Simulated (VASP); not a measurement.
Write the native input for VASP 6.6.1 that does the following.

- Task: relaxation of cell and atoms
- Functional: PBE
- Potentials or basis: VASP PAW PBE potentials, release 64 (Te)
- Cutoff: 300 eV
- k mesh: 5 × 5 × 3
- Occupations: gaussian, width 0.03 eV
- Spin: no spin polarisation
- Further INCAR settings: ALGO = Normal; EDIFF = 1e-07; IBRION = 2; EDIFFG = -0.005; NSW = 90; ISIF = 3

The structure of Te lies in POSCAR:

```
Te                                      
1.0
    4.5247668913      0.0000000000     -0.0000000000
   -2.2623834456      3.9185630741      0.0000000000
    0.0000000000     -0.0000000000      5.9369555704
  Te            
     3
Direct
     0.2695947224319323    0.0000000000000000    0.3333333332999970
     0.0000000000000001    0.2695947224319324    0.6666666667000030
     0.7304052775680677    0.7304052775680676    0.0000000000000000
```

These files were run (other wordings do the same):

INCAR

```
SYSTEM = Te
PREC     = Accurate       ! precision mode
ENCUT    = 300            ! plane-wave cutoff, eV
EDIFF    = 1E-7           ! SCF threshold, eV
ISMEAR   = 0              ! smearing method
SIGMA    = 0.03           ! smearing width, eV
LREAL    = .FALSE.        ! projectors in reciprocal space
LASPH    = .TRUE.         ! aspherical terms in the spheres
NELM     = 80             ! most SCF steps
ALGO     = Normal         ! electronic algorithm
ISIF     = 3              ! what is computed and relaxed
LWAVE    = .FALSE.        ! write WAVECAR
LCHARG   = .FALSE.        ! write CHGCAR
GGA      = PE             ! functional
IBRION   = 2              ! ionic algorithm
NSW      = 90             ! ionic steps
EDIFFG   = -0.005         ! ionic threshold
```

KPOINTS

```
Automatic mesh
0
G
  5 5 3
  0 0 0
```

Potentials or basis: VASP PAW PBE potentials, release 64 (Te).

The run is started by

```sh
$ cat potpaw_PBE.64/Te/POTCAR > POTCAR
$ mpirun -np 1 vasp_std > vasp.out
```

It gave:

```json
{"Relaxed volume": "35.06 Å³/atom", "Relaxed cell": "a = 4.524 Å, b = 4.524 Å, c = 5.935 Å, α = 90.00°, β = 90.00°, γ = 120.00°", "Space group after relaxing (to 0.05 Å)": "P3_121 (No. 152)", "Energy gained by relaxing": "0.0 meV/atom", "Ionic steps": "3", "Pressure after relaxing": "0.0 GPa", "Largest force after relaxing": "0.004 eV/Å", "Band gap on the k mesh": "0.86 eV, indirect (least direct gap 1.22 eV)"}
```

Caveat: spin-orbit coupling is left out, which moves the levels of the heavy elements; an odd mesh through Γ misses points on the zone boundary, where band edges often lie.

It took 34 s on 1 thread of Intel(R) Xeon(R) Platinum 8375C CPU @ 2.90GHz (Ice Lake), on a shared host, peak memory 0.15 GiB.
